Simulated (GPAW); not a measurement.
MoP, 2 atoms in the cell. It takes space group P-6m2 (No. 187, hexagonal). The conventional cell has a = 3.223 Å, b = 3.223 Å, c = 3.191 Å, α = 90.00°, β = 90.00°, γ = 120.00°. Mo (site symmetry -6m2) is surrounded by 6 P at 2.45 Å. P (site symmetry -6m2) has 6 Mo at 2.45 Å as nearest neighbours. 

* Program: GPAW 26.7.0
* Task: single point
* Functional: PBE
* Potentials or basis: GPAW PAW data sets (gpaw-data 1.2.1)
* Cutoff: 600 eV
* Basis: pw
* k mesh: 10 × 10 × 8
* Occupations: fermi-dirac, width 0.05 eV
* Spin: no spin polarisation
* Maxiter: 150

Potentials or basis: GPAW PAW data sets (gpaw-data 1.2.1), pw.

The run is started by

```bash
$ OMP_NUM_THREADS=1 python run.py
```

Hardware: 1 thread of Arm Neoverse V1, with other jobs on the host.

**Question.** Estimate the wall time of this run.

**Answer.** It took 23 s on 1 thread of Arm Neoverse V1, with other jobs on the host, peak memory 0.16 GiB. Counts: scf iterations 10, plane waves 974, bands 20, k points 70.
